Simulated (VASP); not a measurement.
Write the native input for VASP 6.6.1 that does the following.

```yaml
Task: relaxation of cell and atoms
Functional: PBE
Potentials_or_basis: VASP PAW PBE potentials, release 64 (Ge_d)
Cutoff: 600 eV
k_mesh: 12 × 12 × 5
Occupations: gaussian, width 0.03 eV
Spin: no spin polarisation
Further_INCAR_settings: ALGO = Normal; EDIFF = 1e-07; IBRION = 2; EDIFFG = -0.005; NSW = 90; ISIF = 3
```

The structure of Ge lies in POSCAR:

```
Ge                                      
1.0
    4.0558040639     -0.0000000000     -0.0000000000
   -2.0279020320      3.5124293522     -0.0000000000
   -0.0000000000     -0.0000000000      6.6916818359
  Ge            
     4
Direct
     0.6666666699999979    0.3333333300000021    0.0628646157654320
     0.3333333300000021    0.6666666699999979    0.5628646157654321
     0.6666666699999979    0.3333333300000021    0.4371353842345680
     0.3333333300000021    0.6666666699999979    0.9371353842345679
```

This isn't the form of Ge at room conditions, which is diamond.

These files were run (other wordings do the same):

INCAR

```
PREC = Accurate
ENCUT = 600
EDIFF = 1E-7
ISMEAR = 0
SIGMA = 0.03
LREAL = F
LASPH = T
NELM = 80
ALGO = Normal
ISIF = 3
LWAVE = F
LCHARG = F
GGA = PE
IBRION = 2
NSW = 90
EDIFFG = -0.005
```

KPOINTS

```
Automatic mesh
0
Gamma
  12 12 5
```

Potentials or basis: VASP PAW PBE potentials, release 64 (Ge_d).

Command:

```sh
$ cat potpaw_PBE.64/Ge_d/POTCAR > POTCAR
$ mpirun -np 1 vasp_std > vasp.out
```

It gave:

- Relaxed volume: 23.87 Å³/atom
- Relaxed cell: a = 4.059 Å, b = 4.059 Å, c = 6.694 Å, α = 90.00°, β = 90.00°, γ = 120.00°
- Space group after relaxing (to 0.05 Å): P6_3/mmc (No. 194)
- Energy gained by relaxing: 0.0 meV/atom
- Ionic steps: 2
- Pressure after relaxing: 0.0 GPa
- Largest force after relaxing: 0.003 eV/Å
- Band gap on the k mesh: none (metal or under the smearing width)

It took 2.7 min on 1 thread of AMD EPYC 9R14 (Zen 4), with other jobs on the host, peak memory 0.28 GiB.
